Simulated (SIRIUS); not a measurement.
Crystal: Co.

```
Co
1.0
     2.47200    0.00000    0.00000
    -1.23600    2.14081    0.00000
     0.00000    0.00000    4.02114
Co
2
Direct
  0.66667 0.33333 0.75000
  0.33333 0.66667 0.25000
```

Program: SIRIUS 7.12.0. Alike in all runs: task single point; spin collinear, ferromagnetic start; cell as given; smearing fermi-dirac 0.05 eV.

Question: Order these runs on this cell by their pressure, lowest first.
A. level PW91; potentials or basis PseudoDojo 0.4.1 PBE standard (scalar relativistic); k mesh 5 × 5 × 3; cutoff (eV) 1307; radial cutoff for the potentials' integrals 6.5 bohr; mesh quality coarse
B. level RPBE; potentials or basis PseudoDojo 0.4.1 PBE standard (scalar relativistic); k mesh 5 × 5 × 3; cutoff (eV) 1307; radial cutoff for the potentials' integrals 6.5 bohr; mesh quality coarse
C. level PBEsol; potentials or basis PseudoDojo 0.4.1 PBEsol standard (scalar relativistic); k mesh 12 × 12 × 7; cutoff (eV) 1307; radial cutoff for the potentials' integrals 6.5 bohr; mesh quality not flagged
D. level WC; potentials or basis PseudoDojo 0.4.1 PBE standard (scalar relativistic); k mesh 5 × 5 × 3; cutoff (eV) 1307; radial cutoff for the potentials' integrals 6.5 bohr; mesh quality coarse
E. level PBE; potentials or basis GBRV 1.5 PBE (ultrasoft); k mesh 6 × 6 × 4; cutoff (eV) 557; mesh quality coarse

Answer: C (-5.8 GPa), D (-2.8 GPa), E (4.8 GPa), A (6.4 GPa), B (13.9 GPa).

Caveats: some runs use coarse meshes; the potentials were made for another functional, which shifts forces and pressure (some runs).
